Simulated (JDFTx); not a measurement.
MgO:

```
Mg O
1.0
     0.00000    2.09700    2.09700
     2.09700    0.00000    2.09700
     2.09700    2.09700    0.00000
Mg O
1 1
Direct
  0.00000 0.00000 0.00000
  0.50000 0.50000 0.50000
```

The cell is a database's computed one.

Program: JDFTx 1.7.0 (patched build). Alike in all runs: no spin polarisation; cell as given; k mesh 11 × 11 × 11; smearing fermi-dirac 0.05 eV. Hardware: 1 thread of Arm Neoverse V1, on a shared host.

Problem. Order these runs on this cell by their wall time, lowest first.
A. task band structure; level LDA; potentials or basis PseudoDojo-SR-LDA-0.4.1-standard; cutoff (eV) 1143; band ratio of the Davidson solver 1.3; max SCF steps 30; SCF threshold on the energy 1e-06 Ha; solver of the electrons minimize; further solve for the empty bands no
B. task single point; level PBEsol; potentials or basis PseudoDojo-SR-PBEsol-0.4.1-standard; cutoff (eV) 1143; max SCF steps 100; SCF threshold on the energy 1e-09 Ha; solver of the electrons scf; further solve for the empty bands yes
C. task band structure; level TASK; potentials or basis SG15-PBE-1.2; cutoff (eV) 1088; band ratio of the Davidson solver 1.3; max SCF steps 30; SCF threshold on the energy 1e-06 Ha; solver of the electrons minimize; further solve for the empty bands no
D. task single point; level TASK; potentials or basis SG15-PBE-1.2; cutoff (eV) 1088; max SCF steps 100; SCF threshold on the energy 1e-09 Ha; solver of the electrons scf; further solve for the empty bands yes

Solution. A (12 s), C (26 s), B (55 s), D (160 s).

Runs at the PBE level aren't shown here.
